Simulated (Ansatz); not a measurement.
Input and command of a plane-wave DFT calculation in Ansatz:

```yaml
crystal:
  lattice:
    - [4.4449045139, -0.0418776154, 0.0345219409]
    - [-0.0418776154, 4.4152096571, -0.0053242646]
    - [0.0345219409, -0.0053242646, 4.4105045906]
  atoms:
    - { symbol: Al, position: [0.503674379, 0.5065764198, -0.0002052773] }
    - { symbol: Al, position: [0.5096231664, 0.0022104708, 0.5077708506] }
    - { symbol: Al, position: [-0.0079334454, 0.4942946305, 0.504777693] }
    - { symbol: Ga, position: [-0.0067022295, -0.0037144506, -0.0003417628] }
    - { symbol: "N", position: [0.741780177, 0.74650667, 0.2532335526] }
    - { symbol: "N", position: [0.7471344384, 0.2618773188, 0.7349658053] }
    - { symbol: "N", position: [0.2651916115, 0.7448570377, 0.7488396659] }
    - { symbol: "N", position: [0.2472319027, 0.2473919028, 0.2509594728] }
basis:
  ecutwfc: 420
kpoints:
  mp_grid: { grid: [6, 6, 6] }
hamiltonian:
  xc: pbesol
scf:
  occupations: { method: gaussian, width: 0.05 }
output:
  forces: true
  stress: true
  eigenvalues: true
```

```bash
ansatz run input.yaml --threads 2 --pin off --max-ram 5120MiB --backend cpu --events-out ev --progress --plain --runs-dir out
```

Processor: AMD EPYC (Zen 3), 2 threads, on a host shared with other jobs.

How long does it run, and how much memory does it take?

About 29 s on 2 threads of AMD EPYC (Zen 3) (shared host), peak memory 0.51 GiB. It solves 29 bands at 112 k points (the mesh reduced by symmetry) with about 1727 plane waves, in 7 SCF iterations.
